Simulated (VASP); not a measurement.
Here is a VASP 6.6.1 calculation.

The input INCAR:

```
ALGO = Fast
EDIFF = 1E-7
EDIFFG = -0.01
ENCUT = 600
GGA = PE
IBRION = 2
ISIF = 4
ISMEAR = 1
IVDW = 12
LASPH = True
LCHARG = False
LREAL = False
LWAVE = False
NELM = 80
NSW = 40
PREC = Accurate
SIGMA = 0.1
```

Contents of KPOINTS:

```
k-points
0
Gamma
  15 15 9
```

POSCAR

```
Os                                      
1.0
    2.7534740402      0.0000000000      0.0000000000
   -1.3767370201      2.3845784674      0.0000000000
    0.0000000000      0.0000000000      4.3549255351
  Os            
     2
Direct
     0.3333333332999970    0.6666666667000030    0.2500000000000000
     0.6666666667000030    0.3333333332999970    0.7500000000000000
```

Potentials or basis: VASP PAW PBE potentials, release 64 (Os).

Command:

```bash
$ cat potpaw_PBE.64/Os/POTCAR > POTCAR
$ mpirun -np 1 vasp_std > vasp.out
```

Q: What does it give for the energy gained by relaxing?

A: 0.0 meV/atom.

Q: What does it give for the dispersion energy per atom?

A: -0.640 eV.

Q: Predict the band gap on the k mesh.

A: None (metal or under the smearing width).

Final structure:
```
Os
1.0
     2.75425    0.00000    0.00000
    -1.37712    2.38525    0.00000
     0.00000    0.00000    4.35249
Os
2
Direct
  0.33333 0.66667 0.25000
  0.66667 0.33333 0.75000
```

 The run has no spin-orbit coupling, so splittings on Os are missing.
